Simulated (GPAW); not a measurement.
# Pt (Fm-3m) in GPAW: further runs

One crystal, Pt, is run at these levels: r4SCAN, PBE+U, PBEsol+D3(BJ); tasks: band structure, equation of state.

Program: GPAW 26.7.0. These are calculated values, not measurements. Logs are shortened: lines on timing, memory, paths and dates and some standing lists are left out, and cuts for length are marked. The log counts tension as positive stress, the text compression.

## (1) Starting point

It takes space group Fm-3m (No. 225, cubic). The conventional cell has a = 3.922 Å, b = 3.922 Å, c = 3.922 Å, α = 90.00°, β = 90.00°, γ = 90.00°. Around Pt (site symmetry m-3m) lie 12 Pt at 2.77 Å.

## (2) Band structure, r4SCAN, spin-orbit coupling, no magnetisation

The input, run.py:

```python
import numpy as np
from ase.dft.bandgap import bandgap
from ase.io import read, write
from ase.units import GPa
from gpaw import GPAW, PW
from gpaw.spinorbit import soc_eigenstates

atoms = read('POSCAR')

calc = GPAW(mode=PW(600),
            xc='MGGA_X_R4SCAN+MGGA_C_R2SCAN',
            kpts={'size': (9, 9, 9), 'gamma': True},
            occupations={'name': 'fermi-dirac', 'width': 0.05},
            nbands=17,
            convergence={'density': 1e-05, 'energy': 1e-05},
            maxiter=150,
            txt='gpaw.txt')
atoms.calc = calc
energy = atoms.get_potential_energy()
forces = atoms.get_forces()
stress = atoms.get_stress()
calc.write('gs.gpw')
write('result.traj', atoms)
print(f'Energy: {energy:.6f} eV')
print('Forces (eV/A):')
print(forces.round(4))
print('Stress (GPa):', (stress / GPa).round(3))
print('Fermi level:', round(calc.get_fermi_level(), 4), 'eV')
print(f'Gap: {bandgap(calc)[0]:.4f} eV, direct: {bandgap(calc, direct=True)[0]:.4f} eV')

path = atoms.cell.bandpath('GXWKGLUWLK,UX', npoints=80, eps=1e-4)
bs_calc = calc.fixed_density(kpts=path, symmetry='off', nbands=25,
                             convergence={'bands': 'CBM+6.0', 'eigenstates': 1e-6}, txt='bands.txt')
bs = bs_calc.band_structure()
bs.write('bs.json')
print(f'Gap on the path: {bandgap(bs_calc)[0]:.4f} eV')

soc = soc_eigenstates(bs_calc, theta=90, phi=45, ignore_xc_potential=True)
np.savetxt('soc_bands.dat', soc.eigenvalues(), fmt='%.4f')
mesh = soc_eigenstates('gs.gpw', theta=90, phi=45, ignore_xc_potential=True)
np.savetxt('soc_mesh.dat', mesh.eigenvalues(), fmt='%.4f')
print('Fermi level with spin-orbit coupling:', round(mesh.fermi_level, 4), 'eV')
```

The input, POSCAR:

```
Pt
1.0
    0.0000000000      1.9609000000      1.9609000000
    1.9609000000      0.0000000000      1.9609000000
    1.9609000000      1.9609000000      0.0000000000
Pt
1
Direct
    0.0000000000      0.0000000000      0.0000000000
```

Potentials or basis: GPAW PAW data sets (gpaw-data 1.2.1), pw.

Command:

```
> OMP_NUM_THREADS=1 python run.py
```

gpaw.txt:

```text
__  _  _
 | _ |_)|_||  |
 |__||  | ||/\| - 26.7.0

Input parameters:
  mode=PW(ecut=600.0),
  convergence={'density': 1e-05, 'energy': 1e-05},
  kpts=MonkhorstPack(size=(9, 9, 9), gamma=True),
  maxiter=150,
  nbands=17,
  occupations=Occupations(name='fermi-dirac', width=0.05),
  xc=XC(name='MGGA_X_R4SCAN+MGGA_C_R2SCAN')

Diagonalizing LCAO Hamiltonian
Converting LCAO to pw mode

       Pt

Atoms  # Å, Bohr magnetons
|   | symbol |        x |        y |        z |    initial magnetic moments |
|---|--------|----------|----------|----------|-----------------------------|
| 0 |     Pt | 0.000000 | 0.000000 | 0.000000 | ( 0.0000,  0.0000,  0.0000) |

Unit cell  # Å
| periodic |        x |        y |        z |  lengths |    angles |
|----------|----------|----------|----------|----------|-----------|
|      yes | 0.000000 | 1.960900 | 1.960900 | 2.773131 | 60.000000 |
|      yes | 1.960900 | 0.000000 | 1.960900 | 2.773131 | 60.000000 |
|      yes | 1.960900 | 1.960900 | 0.000000 | 2.773131 | 60.000000 |

Number of symmetries: 48
Symmetry operations  # r_c * U_cc + t_c -> r_c
|    | kind |            matrix            |
|----|------|------------------------------|
|  0 |  σ   |  1, 0, 0,  1, 0,-1,  1,-1, 0 |
|  1 |  C2  |  1, 0, 0,  1,-1, 0,  1, 0,-1 |
|  2 |  E   |  1, 0, 0,  0, 1, 0,  0, 0, 1 |
|  3 |  σ   |  1, 0, 0,  0, 0, 1,  0, 1, 0 |
|  4 |  C4  |  1, 0,-1,  1, 0, 0,  1,-1, 0 |
|  5 |  S6  |  1, 0,-1,  1,-1, 0,  1, 0, 0 |
|  6 |  σ   |  1, 0,-1,  0, 1,-1,  0, 0,-1 |
|  7 |  C3  |  1, 0,-1,  0, 0,-1,  0, 1,-1 |
|  8 |  S6  |  1,-1, 0,  1, 0, 0,  1, 0,-1 |
|  9 |  C4  |  1,-1, 0,  1, 0,-1,  1, 0, 0 |
| 10 |  C3  |  1,-1, 0,  0,-1, 1,  0,-1, 0 |
| 11 |  σ   |  1,-1, 0,  0,-1, 0,  0,-1, 1 |
| 12 |  σ   |  0, 1, 0,  1, 0, 0,  0, 0, 1 |
| 13 |  C4  |  0, 1, 0,  0, 1,-1, -1, 1, 0 |
| 14 |  C3  |  0, 1, 0,  0, 0, 1,  1, 0, 0 |
| 15 |  S6  |  0, 1, 0, -1, 1, 0,  0, 1,-1 |
| 16 |  C2  |  0, 1,-1,  1, 0,-1,  0, 0,-1 |
| 17 |  σ   |  0, 1,-1,  0, 1, 0, -1, 1, 0 |
| 18 |  S4  |  0, 1,-1,  0, 0,-1,  1, 0,-1 |
| 19 |  C4  |  0, 1,-1, -1, 1, 0,  0, 1, 0 |
| 20 |  C3  |  0, 0, 1,  1, 0, 0,  0, 1, 0 |
| 21 |  σ   |  0, 0, 1,  0, 1, 0,  1, 0, 0 |
| 22 |  S6  |  0, 0, 1,  0,-1, 1, -1, 0, 1 |
| 23 |  C4  |  0, 0, 1, -1, 0, 1,  0,-1, 1 |
| 24 |  S4  |  0, 0,-1,  1, 0,-1,  0, 1,-1 |
| 25 |  C3  |  0, 0,-1,  0, 1,-1,  1, 0,-1 |
| 26 |  C2  |  0, 0,-1,  0,-1, 0, -1, 0, 0 |
| 27 |  S6  |  0, 0,-1, -1, 0, 0,  0,-1, 0 |
| 28 |  S4  |  0,-1, 1,  1,-1, 0,  0,-1, 0 |
| 29 |  C4  |  0,-1, 1,  0, 0, 1, -1, 0, 1 |
| 30 |  C2  |  0,-1, 1,  0,-1, 0,  1,-1, 0 |
| 31 |  σ   |  0,-1, 1, -1, 0, 1,  0, 0, 1 |
| 32 |  C3  |  0,-1, 0,  1,-1, 0,  0,-1, 1 |
| 33 |  S6  |  0,-1, 0,  0, 0,-1, -1, 0, 0 |
| 34 |  S4  |  0,-1, 0,  0,-1, 1,  1,-1, 0 |
| 35 |  C2  |  0,-1, 0, -1, 0, 0,  0, 0,-1 |
| 36 |  C2  | -1, 1, 0,  0, 1, 0,  0, 1,-1 |
| 37 |  S6  | -1, 1, 0,  0, 1,-1,  0, 1, 0 |
| 38 |  S4  | -1, 1, 0, -1, 0, 1, -1, 0, 0 |
| 39 |  C3  | -1, 1, 0, -1, 0, 0, -1, 0, 1 |
| 40 |  S6  | -1, 0, 1,  0, 0, 1,  0,-1, 1 |
| 41 |  C2  | -1, 0, 1,  0,-1, 1,  0, 0, 1 |
| 42 |  C3  | -1, 0, 1, -1, 1, 0, -1, 0, 0 |
| 43 |  S4  | -1, 0, 1, -1, 0, 0, -1, 1, 0 |
| 44 |  C2  | -1, 0, 0,  0, 0,-1,  0,-1, 0 |
| 45 |  i   | -1, 0, 0,  0,-1, 0,  0, 0,-1 |
| 46 |  σ   | -1, 0, 0, -1, 1, 0, -1, 0, 1 |
| 47 |  C2  | -1, 0, 0, -1, 0, 1, -1, 1, 0 |

BZ-sampling:
  Number of BZ points: 729
  Number of IBZ points: 35

  Monkhorst-Pack size: [9, 9, 9]
  Monkhorst-Pack shift: [0, 0, 0]

K-points  # in reciprocal-cell coordinates
|     |                                coordinates |     weight |
|-----|--------------------------------------------|------------|
|   0 | (  0.00000000,   0.00000000,   0.00000000) | 0.00137174 |
|   1 | (  0.11111111,   0.11111111,   0.00000000) | 0.00823045 |
|   2 | (  0.11111111,   0.11111111,   0.11111111) | 0.01097394 |
|   3 | (  0.22222222,   0.11111111,   0.11111111) | 0.01646091 |
|   4 | (  0.22222222,   0.22222222,   0.00000000) | 0.00823045 |
|   5 | (  0.22222222,   0.22222222,   0.11111111) | 0.03292181 |
|   6 | (  0.22222222,   0.22222222,   0.22222222) | 0.01097394 |
|   7 | (  0.33333333,   0.22222222,   0.11111111) | 0.03292181 |
|   8 | (  0.33333333,   0.22222222,   0.22222222) | 0.03292181 |
|   9 | (  0.33333333,   0.33333333,  -0.33333333) | 0.01646091 |
| ... |                                            |            |
|  34 | (  0.44444444,   0.44444444,   0.44444444) | 0.01097394 |

Plane wave coefficients: 531
Cutoff: 600.0 eV

Spin-components: 1 (collinear spins)
Bands:           17
Projectors:      6
Spin-degeneracy: 2
Datatype:        complex128

Parallelization:
  kpt:    1
  domain: 1
  band:   1

Density:
  Valence electrons: 16.0
  Components: 1
  Grid points: [16 16 16]
  Charge: 0.0  # |e|

Potential:
  Grid points: [16 16 16]

species:
  Pt:
    name:    Platinum
    Z:       78.0
    valence: 16
    core:    62
    charge:  0.0  # [|e|]
    compensation charges:
      type: gauss
      rc: 0.41  # [Å]
      lmax: 2
    cutoffs:
      filter: 2.26  # [Å]
      core: 2.26  # [Å]
    projectors
    | kind |    occ | energy [eV] | rcut [Å] |
    |------|--------|-------------|----------|
    |   6s |  1.000 |      -5.628 |    1.307 |
    |   5p |  6.000 |     -56.051 |    1.371 |
    |   6p |  0.000 |      -0.845 |    1.371 |
    |   5d |  9.000 |      -6.153 |    1.307 |
    |    s |        |      21.583 |    1.307 |
    |    d |        |      21.058 |    1.307 |

    Using partial waves for Pt as LCAO basis

Reference energy: -500375.362767  # eV

eigensolver:
  PPCG
  Converge bands: occupied
  niter=2

density mixing:
  MSR1-Mixer
  Pratt-step length: 0.05
  Maximum mixing coefficient: 0.75
  Old densities: 10
  SVD Regularization: 0.005
  Good broyden scale: 1.0
  Trust region scale: 1.0
  Backstep threshold: 4.0
  History deletion threshold: 6.0
  Fourier metric: weight=20.0, sigma=0.015

occupation numbers:
  Fermi-Dirac:
    width: 0.0500  # eV

poisson solver:
  ecut: 4800.0  # eV

xc functional:
  name: MGGA_X_R4SCAN+MGGA_C_R2SCAN with 2 nearest neighbor stencil

convergence criteria:
- Maximum integral of absolute [dens]ity change: 1e-05 electrons / valence electron
- Maximum [total energy] change in last 3 cyles: 1e-05 eV / valence electron
- Maximum integral of absolute [eigenst]ate change: 4e-08 eV^2 / valence electron
maximum number of iterations: 150

SCF iterations
|iter     | |      energy | eigst |  dens |
|---------|-|-------------|-------|-------|
|iter:   1| |  -44.593655 | +0.18 |       |
|iter:   2| |  -41.179222 | -1.62 | -1.17 |
|iter:   3| |  -40.990869 | -2.96 | -1.31 |
|iter:   4| |  -40.876221 | -2.69 | -1.51 |
|iter:   5| |  -40.877583 | -3.25 | -2.06 |
|iter:   6| |  -40.882672 | -3.12 | -2.43 |
|iter:   7| |  -40.882672 | -4.73 | -3.08 |
|iter:   8| |  -40.882647c| -5.91 | -3.66 |
|iter:   9| |  -40.882648c| -7.28 | -4.28 |
|iter:  10| |  -40.882647c| -7.83c| -4.85 |
|iter:  11| |  -40.882647c| -8.45c| -5.83c|

Converged in 11 steps
Energy contributions relative to reference atoms: (reference = -500375.362767)

Energy contributions:
  Kinetic:          -1.546098
  Coulomb:           0.245566
  Zero:             -0.509705
  External:          0.000000
  Xc:              -39.066679
  Entropy:          -0.011461
  Spinorbit:         0.000000
  ----------------------------
  Free energy:     -40.888377
  Extrapolated:    -40.882647

dipole moment: (-13.414247, -13.414247, -13.414247)  # |e|*Ang

Fermi level: 11.908
Eigenvalues  # (at kpt = [0.000, 0.000, 0.000])
| band index |      eig [eV] | occ [0-2] |
|------------|---------------|-----------|
|          0 |       -41.920 |     2.000 |
|          1 |       -41.920 |     2.000 |
|          2 |       -41.920 |     2.000 |
|          3 |         1.414 |     2.000 |
|          4 |         8.000 |     2.000 |
|          5 |         8.000 |     2.000 |
[... 9 lines left out ...]
|         15 |        45.208 |     0.000 |
|         16 |        45.208 |     0.000 |

No gap
No difference between direct/indirect transitions

Forces  # eV/Ang
|       x |        y |       z |
|---------|----------|---------|
| 0.00000 | -0.00000 | 0.00000 |  # Pt   0

Stress tensor  # eV/Ang^3
|         x |         y |         z |
|-----------|-----------|-----------|
| -0.025738 |  0.000000 | -0.000000 |
|  0.000000 | -0.025738 | -0.000000 |
| -0.000000 | -0.000000 | -0.025738 |

# Writing to gs.gpw (mode='')
```

Run time: 32 s. Hardware: 1 thread of Arm Neoverse V1, shared host; peak memory 0.3 GiB.

What came out:

```
Free energy             : -40.8884 eV
Pressure                : 4.1 GPa
Band gap along the path : none (metal or under the smearing width)
```

Levels at the corners of the path, in eV from the Fermi level:
| point | band 13 | band 14 | band 15 | band 16 | band 17 | band 18 | band 19 | band 20 |
| --- | --- | --- | --- | --- | --- | --- | --- | --- |
| Γ | -3.40 | -3.40 | -1.62 | -1.62 | -1.62 | -1.62 | 16.05 | 16.05 |
| X | 0.14 | 0.14 | 1.14 | 1.14 | 1.99 | 1.99 | 9.11 | 9.11 |
| W | -2.05 | -2.05 | 0.57 | 0.57 | 7.32 | 7.32 | 8.10 | 8.10 |
| K | -1.48 | -1.48 | -0.03 | -0.03 | 5.96 | 5.96 | 7.25 | 7.25 |
| Γ | -3.40 | -3.40 | -1.62 | -1.62 | -1.62 | -1.62 | 16.05 | 16.05 |
| L | -0.32 | -0.32 | -0.17 | -0.16 | 0.36 | 0.36 | 6.11 | 6.11 |
| U | -1.48 | -1.48 | -0.03 | -0.03 | 5.96 | 5.96 | 7.25 | 7.25 |
| W | -2.05 | -2.05 | 0.57 | 0.57 | 7.32 | 7.32 | 8.10 | 8.10 |
| L | -0.32 | -0.32 | -0.17 | -0.16 | 0.36 | 0.36 | 6.11 | 6.11 |
| K | -1.48 | -1.48 | -0.03 | -0.03 | 5.96 | 5.96 | 7.25 | 7.25 |
| U | -1.48 | -1.48 | -0.03 | -0.03 | 5.96 | 5.96 | 7.25 | 7.25 |
| X | 0.14 | 0.14 | 1.14 | 1.14 | 1.99 | 1.99 | 9.11 | 9.11 |

Caveat: spin-orbit coupling was added after a scalar SCF, so levels and gaps hold it while energy, forces, pressure and moments don't; this program's spin-orbit splittings come out too wide for heavy elements; the PAW data sets were made with another functional, which shifts forces and pressure a little.

(Part 1 of 2 ends here.)
